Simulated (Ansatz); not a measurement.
Here is an Ansatz 0.2.0 calculation.

input.yaml

```yaml
crystal:
  lattice:
    - [-1.8713408863, 1.8713408863, 1.8713408863]
    - [1.8713408863, -1.8713408863, 1.8713408863]
    - [1.8713408863, 1.8713408863, -1.8713408863]
  atoms:
    - { symbol: Sb, position: [0.0, 0.0, 0.0] }
hamiltonian:
  xc: pbe
  pseudopotentials: { kind: paw }
kpoints:
  mp_grid: { grid: [10, 10, 10] }
scf:
  occupations: { method: gaussian, width: 0.014 }
output:
  forces: true
  stress: true
  eigenvalues: true
  write_density: true
  write_potential: true
  elf: true
  volumetric_format: npy
```

Potentials or basis: Ansatz PAW.

Run with:

```sh
$ ansatz run input.yaml --threads 2 --pin off --max-ram 5632MiB --backend cpu --events-out ev --progress --plain --runs-dir out
```

Task: What does it give for the pressure?

Result: 3.1 GPa.

Task: Predict the band gap on the k mesh.

Result: None (metal or under the smearing width).

Spin-orbit coupling is left out, which matters for the levels of Sb.
